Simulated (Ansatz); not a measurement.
# Manganese, bcc under PBE: structure, energy and stiffness

Aim: take manganese in the bcc structure, relax it, solve it on a dense k-mesh, switch on spin-orbit coupling, then scale the cell to 7 volumes from 88 to 112 % of the relaxed one and try a fit of the equation of state. The start is antiferromagnetic (CsCl-type). The k-meshes are 11×11×11 for the relaxation; 18×18×18 for the dense run; 11×11×11 for spin-orbit coupling; 13×13×13 for the volumes.

Computed with Ansatz 0.2.0 (DFT PBE, plane waves (420 eV) with PAW, scalar-relativistic, unless a step says otherwise).

**1. The structure to begin with**

Symmetry: Im-3m, No. 229, cubic system. The conventional cell has a = 2.864 Å, b = 2.864 Å, c = 2.864 Å, α = 90.00°, β = 90.00°, γ = 90.00°. Mn (site symmetry m-3m) is surrounded by 8 Mn at 2.48 Å.

Coordinates:

```xyz
2
Lattice="2.8643 0.0000 0.0000 0.0000 2.8643 0.0000 0.0000 0.0000 2.8643" Properties=species:S:1:pos:R:3 pbc="T T T"
Mn    0.0000    0.0000    0.0000
Mn    1.4321    1.4321    1.4321
```

Starting moments (μB): +3, -3.

**2. Geometry optimisation**

input.yaml reads:

```yaml
crystal:
  lattice:
    - [2.8642879297, 0.0, 0.0]
    - [0.0, 2.8642879297, 0.0]
    - [0.0, 0.0, 2.8642879297]
  atoms:
    - { symbol: Mn, position: [0.0, 0.0, 0.0], spin: 3.0 }
    - { symbol: Mn, position: [0.5, 0.5, 0.5], spin: -3.0 }
hamiltonian:
  xc: pbe
  pseudopotentials:
    kind: paw
    azcp:
      Mn: "pseudopotentials/Mn.paw.azcp"
basis:
  ecutwfc: 420
  fft_grid_basis: typed
kpoints:
  mp_grid: { grid: [11, 11, 11], shift: [0, 0, 0] }
magnetization:
  spin_polarized: true
scf:
  occupations: { method: fermi_dirac, width: 0.05 }
relax:
  max_steps: 60
  f_tol: 0.01
  cell: {}
output:
  write_density: true
  write_potential: true
  elf: true
  volumetric_format: npy
```

Launch:

```bash
ansatz run input.yaml --threads 1 --pin off --max-ram 3584MiB --backend cpu --events-out ev --progress --plain --runs-dir out
```

The runs that follow: The energy on a finer k-mesh; Spin-orbit coupling switched on; The cell scaled to 88 % of its volume; The cell scaled to 92 % of its volume; The cell scaled to 96 % of its volume; The cell scaled to 100 % of its volume; The cell scaled to 104 % of its volume; The cell scaled to 108 % of its volume; The cell scaled to 112 % of its volume.

Q: Predict the outcome of this session. Wanted: space group; conventional cell; volume; shortest distance; gap on the mesh; magnetic state; relative to alpha-Mn; magnetic state with spin-orbit coupling.

As calculated:

| quantity | value |
| --- | --- |
| space group (spins left aside) | Im-3m (No. 229) |
| conventional cell | a = 2.783 Å |
| volume | 10.777 Å³/atom |
| shortest distance | 2.410 Å |
| gap on the mesh | none (levels filled in part) |
| magnetic state | ferromagnetic, up to 0.78 μB per atom |
| relative to alpha-Mn (A12), ferrimagnetic | +169 meV/atom |
| magnetic state with spin-orbit coupling | ferromagnetic, up to 0.82 μB per atom |

**Reading.** From the guessed start the volume shrank by 8.3 % in 7 steps. Against the reference form of manganese (alpha-Mn (A12), ferrimagnetic, computed apart with the same settings) it stands 169 meV/atom higher, so it is far from stable. The final state is ferromagnetic (largest moment 0.78 μB). That is not the order it started in. Levels at the Fermi energy are filled in part, as in a metal. In the spin-orbit run the largest spin moment goes from 0.78 to 0.82 μB; mesh and site projection of the two kinds of run can differ, so the change can't be laid on spin-orbit coupling. The total energy of the spin-orbit run lies -0.16 eV/atom from the scalar one, but the two kinds of run don't share a zero of energy: only differences within one kind count. Relaxation kept the symmetry; phonons were not checked.
